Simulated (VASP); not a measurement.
## Ca in VASP: convergence with ENCUT

Input of the first run (ENCUT 200 eV); the others differ in this setting and in those tied to it:

INCAR

```
PREC = Accurate
ENCUT = 200
EDIFF = 1E-7
ISMEAR = 0
SIGMA = 0.02
LREAL = F
LASPH = T
NELM = 100
ALGO = Normal
ISIF = 2
LWAVE = F
LCHARG = F
GGA = PE
```

The input KPOINTS:

```
regular mesh
0
Gamma
  6 6 1
```

The input POSCAR:

```
Ca
1.0
    3.8460739625      0.0000000000      0.0000000000
   -1.5604914631      3.5152740033      0.0000000000
    0.0000000000      0.0000000000     24.5634691924
Ca
4
Direct
    0.1372894880      0.8627105120      0.3053314636
    0.5621491467      0.4378508533      0.4351104879
    0.9870088054      0.0129911946      0.5648895121
    0.4118684641      0.5881315359      0.6946685364
```

Potentials or basis: VASP PAW PBE potentials, release 64 (Ca_sv).

Launch:

```bash
$ cat potpaw_PBE.64/Ca_sv/POTCAR > POTCAR
$ mpirun -np 1 vasp_std > vasp.out
```

Hardware: 1 thread of Intel(R) Xeon(R) Platinum 8488C (Sapphire Rapids), with other jobs on the host.

```tsv
ENCUT	energy less the tightest run, at zero smearing (meV/atom)	largest force (eV/Å)	SCF cycles	CPU time (s)	peak memory (GiB)
200 eV	-91.73	0.046	23	42	0.18
250 eV	-15.13	0.070	22	45	0.22
300 eV	-6.72	0.071	22	65	0.26
350 eV	-2.95	0.071	22	77	0.27
400 eV	-0.85	0.072	22	110	0.36
450 eV	-0.13	0.073	23	130	0.35
500 eV	-0.15	0.073	23	140	0.36
600 eV	-0.22	0.072	23	190	0.49
800 eV	0.00	0.073	22	230	0.68
```

Against the tightest run, the energy stays within 1 meV/atom from 400 eV on; the largest force stays within 0.005 eV/Å from 250 eV on. The tightest run that finished is the yardstick and may itself not be fully converged.
